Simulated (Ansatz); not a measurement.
Structure from Materials Project entry mp-820 (possibly hypothetical), not relaxed further.

A run on HgSe: DFT, PBEsol, all-electron LAPW, scalar-relativistic (Ansatz 0.2.0). The input:

```yaml
crystal:
  lattice:
    - [0.0, 3.0963260113, 3.0963260113]
    - [3.0963260113, 0.0, 3.0963260113]
    - [3.0963260113, 3.0963260113, 0.0]
  atoms:
    - { symbol: Hg, position: [0.0, 0.0, 0.0] }
    - { symbol: Se, position: [0.25, 0.25, 0.25] }
kpoints:
  mp_grid: { grid: [10, 10, 10] }
scf:
  occupations: { method: fermi_dirac, width: 0.05 }
hamiltonian:
  xc: pbesol
  pseudopotentials:
    kind: all_electron
    lapw: { basis_error: 0.00025, muffin_tin_radii: { Se: 1.502, Hg: 1.502 } }
output:
  forces: true
  stress: true
  eigenvalues: true
```

Question: Did this run give a result to trust?

Answer: No. The program refused the input. The typed spheres overlap: twice 1.502 Å exceeds the shortest distance, 2.681 Å; smaller radii, or none typed, cure it. It says:
```
Error: `kind: all_electron` solves this crystal on LAPW (the input types lapw, or this build lists no dataset of some species for it), and no LAPW basis is found for it: the given muffin-tin radii of Se and Hg, or the smallest supported ones, add up to 3.004 Å, and 2.681 Å are free between these atoms; give smaller radii, or leave one out; where each species has a listed dataset, leave lapw and dirac_shells out and run without spin–orbit coupling, or set another kind (and leave the keys of all_electron out)
```
 The same cell converged in the base run, which differs by not having this change: all sphere radii typed as 1.502 A.
